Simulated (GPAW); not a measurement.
# CoO in GPAW: the effect of volume scale

The system is CoO.

```
CELL_PARAMETERS angstrom
-1.47722 1.47722 2.06423
1.47722 -1.47722 2.06423
1.47722 1.47722 -2.06423
ATOMIC_POSITIONS crystal
Co 0.00000 0.00000 0.00000
O 0.50000 0.50000 0.00000
```

Alike in all runs:

```yaml
Program: GPAW 26.7.0
Task: magnons
Functional: LDA
Potentials_or_basis: the program's PAW data sets (release 1.2.1) made for this functional
Cutoff: 550 eV
Basis: pw
k_mesh: 10 × 10 × 10
Occupations: fermi-dirac, width 0.05 eV
Spin: collinear spin, ferromagnetic start
Starting_moments: "[3.0, 0.0] μB"
```

Question: One run gave: moment 2.43 μB. Which volume scale did it use?
A. 0.94
B. 0.96
C. 1.06
D. 1
E. 1.04

Answer: A.

| volume scale | moment (μB) |
| --- | --- |
| 0.94 | 2.43 |
| 0.96 | 2.64 |
| 0.98 | 2.78 |
| 1 | 2.86 |
| 1.02 | 2.90 |
| 1.04 | 2.94 |
| 1.06 | 2.97 |

Caveats: all runs use coarse meshes; the number of bands moves the energies at small q by some ten meV; the exchange constants hang on this mesh and on the site radius; magnon energies are noisy on this mesh; a cell with one magnetic atom can't hold antiferromagnetic order, which such compounds often take.
